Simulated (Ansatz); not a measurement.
(001) slab cut from the bulk of Ge, P6_3/mmc (No. 194); the slab's formula is Ge:

```
Ge
1.0
     3.99697    0.00000    0.00000
    -1.99848    3.46148    0.00000
     0.00000    0.00000   22.42634
Ge
6
Direct
  0.33333 0.66667 0.33443
  0.66667 0.33333 0.37144
  0.66667 0.33333 0.48150
  0.33333 0.66667 0.51850
  0.33333 0.66667 0.62856
  0.66667 0.33333 0.66557
```

These are results of DFT PBEsol, scalar-relativistic, plane waves, PAW in Ansatz 0.2.0, not measurements. Cutoff 420 eV; k points 9×9×1 on the computed 6-atom cell (Γ-centred); Gaussian smearing, width 0.10 eV; no spin polarisation. A dipole correction removes the field between periodic images along c.

Q: What forces act on the atoms?

A:
```json
{"atom": "Ge1", "Fx (eV/Å)": "0.000", "Fy (eV/Å)": "0.000", "Fz (eV/Å)": "0.129"}
{"atom": "Ge2", "Fx (eV/Å)": "0.000", "Fy (eV/Å)": "0.000", "Fz (eV/Å)": "-0.300"}
{"atom": "Ge3", "Fx (eV/Å)": "0.000", "Fy (eV/Å)": "0.000", "Fz (eV/Å)": "0.145"}
{"atom": "Ge4", "Fx (eV/Å)": "0.000", "Fy (eV/Å)": "0.000", "Fz (eV/Å)": "-0.145"}
{"atom": "Ge5", "Fx (eV/Å)": "0.000", "Fy (eV/Å)": "0.000", "Fz (eV/Å)": "0.300"}
{"atom": "Ge6", "Fx (eV/Å)": "0.000", "Fy (eV/Å)": "0.000", "Fz (eV/Å)": "-0.129"}
```

The reference crystal is a form of Ge, which isn't its usual structure.

Cost: 1 run of about 0.52 core-minutes, on AMD EPYC 7R43 (Zen 3) (shared hosts).